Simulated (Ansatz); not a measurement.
Molecular dynamics of WC

The input (input.yaml):

```yaml
accuracy: low
crystal:
  lattice:
    - [-3.036623, -5.259586, 0.0]
    - [4.554935, -2.629793, 0.0]
    - [0.0, 0.0, 5.927408]
  atoms:
    - { symbol: W, position: [0.75, 0.5, 0.0] }
    - { symbol: C, position: [0.5, 0.6666667, 0.25] }
    - { symbol: W, position: [0.75, 0.5, 0.5] }
    - { symbol: C, position: [0.5, 0.6666667, 0.75] }
    - { symbol: W, position: [0.5, 0.0, 0.0] }
    - { symbol: C, position: [0.25, 0.1666667, 0.25] }
    - { symbol: W, position: [0.5, 0.0, 0.5] }
    - { symbol: C, position: [0.25, 0.1666667, 0.75] }
    - { symbol: W, position: [0.25, 0.5, 0.0] }
    - { symbol: C, position: [0.0, 0.6666667, 0.25] }
    - { symbol: W, position: [0.25, 0.5, 0.5] }
    - { symbol: C, position: [0.0, 0.6666667, 0.75] }
    - { symbol: W, position: [0.0, 0.0, 0.0] }
    - { symbol: C, position: [0.75, 0.1666667, 0.25] }
    - { symbol: W, position: [0.0, 0.0, 0.5] }
    - { symbol: C, position: [0.75, 0.1666667, 0.75] }
basis:
  ecutwfc: 420.0
kpoints:
  mp_grid: { grid: [2, 2, 2] }
hamiltonian:
  xc: pbe
  pseudopotentials: { kind: paw, azcp: { folder: soft_1 } }
scf:
  occupations: { method: fermi_dirac, width: 0.24 }
  lower_state_search: "off"
md:
  timestep: 1.12
  n_steps: 180
  ensemble: nvt_langevin
  temperature: 2800.0
  initial_velocities: maxwell_boltzmann
  seed: 681101
  friction: 0.02
```

Run as:

```bash
$ ansatz run input.yaml --threads 1 --pin off --max-ram 3072MiB --backend cpu --events-out ev --progress --plain --runs-dir out
```

It starts from a structure without forces on its atoms.

Output, in part (step lines):

```
md step     0: t =     0.00 fs  T =  2625.0 K  F+E_penalty+E_count = -85094.45880862 eV  E_kin = 5.428920 eV  (9 SCF iters)
md step     1: t =     1.12 fs  T =  2552.5 K  F+E_penalty+E_count = -85094.42313788 eV  E_kin = 5.279042 eV  (7 SCF iters)
md step     2: t =     2.24 fs  T =  2544.0 K  F+E_penalty+E_count = -85094.32844177 eV  E_kin = 5.261467 eV  (7 SCF iters)
md step     3: t =     3.36 fs  T =  2433.9 K  F+E_penalty+E_count = -85094.18583342 eV  E_kin = 5.033685 eV  (7 SCF iters)
md step     4: t =     4.48 fs  T =  2325.6 K  F+E_penalty+E_count = -85094.00828111 eV  E_kin = 4.809804 eV  (7 SCF iters)
md step     5: t =     5.60 fs  T =  2134.4 K  F+E_penalty+E_count = -85093.80505005 eV  E_kin = 4.414328 eV  (5 SCF iters)
md step     6: t =     6.72 fs  T =  1941.1 K  F+E_penalty+E_count = -85093.57801374 eV  E_kin = 4.014566 eV  (5 SCF iters)
md step     7: t =     7.84 fs  T =  1989.2 K  F+E_penalty+E_count = -85093.32158182 eV  E_kin = 4.114076 eV  (5 SCF iters)
[... lines left out ...]
md step   179: t =   200.48 fs  T =  1908.0 K  F+E_penalty+E_count = -85089.61169809 eV  E_kin = 3.945982 eV  (5 SCF iters)
md step   180: t =   201.60 fs  T =  1809.5 K  F+E_penalty+E_count = -85089.45448127 eV  E_kin = 3.742250 eV  (6 SCF iters)
```

The steps, from the saved trajectory:

```json
{"time (fs)": "0.0", "T (K)": "2625", "potential energy less start (eV)": "0.000"}
{"time (fs)": "6.7", "T (K)": "1941", "potential energy less start (eV)": "0.881"}
{"time (fs)": "13.4", "T (K)": "1436", "potential energy less start (eV)": "2.211"}
{"time (fs)": "20.2", "T (K)": "1451", "potential energy less start (eV)": "2.406"}
{"time (fs)": "26.9", "T (K)": "1195", "potential energy less start (eV)": "2.330"}
{"time (fs)": "33.6", "T (K)": "1664", "potential energy less start (eV)": "2.785"}
{"time (fs)": "40.3", "T (K)": "1419", "potential energy less start (eV)": "3.591"}
{"time (fs)": "47.0", "T (K)": "1532", "potential energy less start (eV)": "4.081"}
{"time (fs)": "53.8", "T (K)": "2111", "potential energy less start (eV)": "3.762"}
{"time (fs)": "60.5", "T (K)": "2718", "potential energy less start (eV)": "3.647"}
{"time (fs)": "67.2", "T (K)": "2935", "potential energy less start (eV)": "4.633"}
{"time (fs)": "73.9", "T (K)": "2041", "potential energy less start (eV)": "5.170"}
{"time (fs)": "80.6", "T (K)": "2226", "potential energy less start (eV)": "5.020"}
{"time (fs)": "87.4", "T (K)": "2195", "potential energy less start (eV)": "5.369"}
{"time (fs)": "94.1", "T (K)": "2311", "potential energy less start (eV)": "4.764"}
{"time (fs)": "100.8", "T (K)": "2556", "potential energy less start (eV)": "4.891"}
{"time (fs)": "107.5", "T (K)": "2144", "potential energy less start (eV)": "4.955"}
{"time (fs)": "114.2", "T (K)": "2788", "potential energy less start (eV)": "4.239"}
{"time (fs)": "121.0", "T (K)": "2286", "potential energy less start (eV)": "4.818"}
{"time (fs)": "127.7", "T (K)": "2116", "potential energy less start (eV)": "5.601"}
{"time (fs)": "134.4", "T (K)": "2374", "potential energy less start (eV)": "5.284"}
{"time (fs)": "141.1", "T (K)": "3206", "potential energy less start (eV)": "4.463"}
{"time (fs)": "147.8", "T (K)": "2309", "potential energy less start (eV)": "5.139"}
{"time (fs)": "154.6", "T (K)": "2759", "potential energy less start (eV)": "5.195"}
{"time (fs)": "161.3", "T (K)": "2666", "potential energy less start (eV)": "5.122"}
{"time (fs)": "168.0", "T (K)": "2845", "potential energy less start (eV)": "4.890"}
{"time (fs)": "174.7", "T (K)": "2732", "potential energy less start (eV)": "4.835"}
{"time (fs)": "181.4", "T (K)": "2563", "potential energy less start (eV)": "4.228"}
{"time (fs)": "188.2", "T (K)": "2856", "potential energy less start (eV)": "3.594"}
{"time (fs)": "194.9", "T (K)": "2498", "potential energy less start (eV)": "3.992"}
{"time (fs)": "201.6", "T (K)": "1809", "potential energy less start (eV)": "5.004"}
```

All steps were run. A run of 0.2 ps of so small a system gives no equilibrium averages. Limits of this set-up: coarse k mesh, low accuracy level.

Mean squared displacements from the first frame to the last, about the centre of mass: W 0.02 Å², C 0.09 Å².

Last frame:

```xyz
16
Lattice="-3.0366 -5.2596 0.0000 4.5549 -2.6298 0.0000 0.0000 0.0000 5.9274" Properties=species:S:1:pos:R:3
W -0.240 -5.135 0.263
C 1.586 -4.647 1.617
W -0.072 -5.382 3.270
C 1.331 -4.540 4.869
W -1.484 -2.609 0.188
C 0.165 -1.590 1.697
W -1.708 -2.626 3.170
C -0.123 -2.102 4.736
W 1.421 -2.477 0.182
C 2.992 -2.033 1.677
W 1.531 -2.731 3.266
C 2.889 -1.788 4.798
W -0.025 0.066 0.294
C -1.511 -4.353 2.083
W -0.108 -0.127 3.111
C -1.745 -4.706 4.756
```

Run time: 20 min on 1 thread of Arm Neoverse V1 (shared host), peak memory 0.58 GiB.
